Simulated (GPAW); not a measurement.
Al: relaxation of cell and atoms with PW91+D4

Crystal: Al.

```
CELL_PARAMETERS angstrom
-1.57590 1.65692 1.65798
1.47948 -1.59764 1.50228
1.61445 1.63620 -1.59870
ATOMIC_POSITIONS crystal
Al 0.00000 0.00000 0.00000
```

This isn't the form of Al at room conditions, which is fcc.

The cell isn't the ideal one: cell sheared at random, sigma 0.03, atoms nudged by 0.01 Å.

```
Program             : GPAW 26.7.0
Task                : relaxation of cell and atoms
Functional          : PW91
Dispersion          : D4
Potentials or basis : PAW data sets generated in the run's folder for this functional
Cutoff              : 600 eV
Basis               : pw
k mesh              : 11 × 12 × 12
Occupations         : fermi-dirac, width 0.05 eV
Spin                : no spin polarisation
Maxiter             : 150
Optimizer           : BFGS
Fmax                : 0.01 eV/Å
Max steps           : 100
```

```json
{
  "Relaxed volume": "16.05 Å³/atom",
  "Relaxed cell": "a = 2.802 Å, b = 3.999 Å, c = 2.851 Å, α = 134.52°, β = 60.08°, γ = 135.19°",
  "Space group after relaxing (to 0.05 Å)": "I4/mmm (No. 139)",
  "Energy gained by relaxing": "117.5 meV/atom",
  "Ionic steps": "35",
  "Pressure after relaxing": "0.0 GPa",
  "Band gap on the k mesh": "none (metal or under the smearing width)",
  "Dispersion energy per atom": "-0.286 eV"
}
```

Step by step:
```csv
step,energy change (eV),largest force (eV/Å),pressure (GPa),volume (Å³)
1,0.0000,0.0000,2.56,16.08
2,-0.0056,0.0000,1.53,16.25
3,-0.0139,0.0000,-0.81,16.69
4,-0.0157,0.0000,-1.19,16.76
5,-0.0187,0.0000,-1.05,16.71
6,-0.0512,0.0000,0.97,16.31
7,0.0205,0.0000,8.77,15.37
8,-0.0200,0.0000,6.49,15.63
9,-0.0027,0.0000,-2.39,17.69
10,-0.0828,0.0000,-2.92,17.03
11,-0.0965,0.0000,-2.04,16.74
12,-0.0981,0.0000,-1.14,16.55
13,-0.0994,0.0000,-0.78,16.47
14,-0.1016,0.0000,-0.46,16.38
15,-0.1030,0.0000,-0.66,16.40
16,-0.1047,0.0000,-1.08,16.46
17,-0.1071,0.0000,-1.36,16.47
18,-0.1110,0.0000,-1.24,16.37
19,-0.1138,0.0000,-0.14,16.09
20,-0.1149,0.0000,-0.34,16.14
21,-0.1153,0.0000,-0.17,16.10
22,-0.1158,0.0000,0.25,16.01
23,-0.1161,0.0000,0.27,16.01
24,-0.0584,0.0000,2.60,15.87
25,-0.1138,0.0000,0.35,16.00
26,-0.1159,0.0000,0.23,16.02
27,-0.1166,0.0000,0.09,16.04
28,-0.1169,0.0000,0.09,16.05
29,-0.1171,0.0000,0.14,16.03
30,-0.1172,0.0000,0.16,16.03
31,-0.1173,0.0000,0.22,16.01
32,-0.1174,0.0000,0.23,16.01
33,-0.1175,0.0000,0.18,16.02
34,-0.1175,0.0000,0.08,16.04
35,-0.1175,0.0000,0.01,16.05
```

Final structure:
```cif
data_structure
_symmetry_space_group_name_H-M 'P 1'
_symmetry_Int_Tables_number 1
_cell_length_a 2.8019
_cell_length_b 3.9992
_cell_length_c 2.8513
_cell_angle_alpha 134.520
_cell_angle_beta 60.081
_cell_angle_gamma 135.189
_cell_volume 16.05
loop_
_atom_site_label
_atom_site_type_symbol
_atom_site_fract_x
_atom_site_fract_y
_atom_site_fract_z
_atom_site_occupancy
Al1 Al 0.00000 0.00000 0.00000 1
```

Levels at points of the mesh, in eV from the Fermi level:
```
           k point  band 1  band 2  band 3  band 4
(0.00, 0.00, 0.00)  -11.29   12.63   12.78   13.02
(0.00, 0.00, 0.50)   -3.18   -1.88    5.47    5.92
(0.00, 0.50, 0.00)   -4.68   -4.45   11.33   11.41
(0.00, 0.50, 0.50)   -4.66   -4.42   11.29   11.35
```

It took 34 min on 1 thread of Arm Neoverse V1, with other jobs on the host, peak memory 0.37 GiB.

Caveat: later steps reuse the first step's grids; pairwise dispersion overbinds metals, which lowers pressure and volume; the program warned that so skewed a cell can give wrong results.
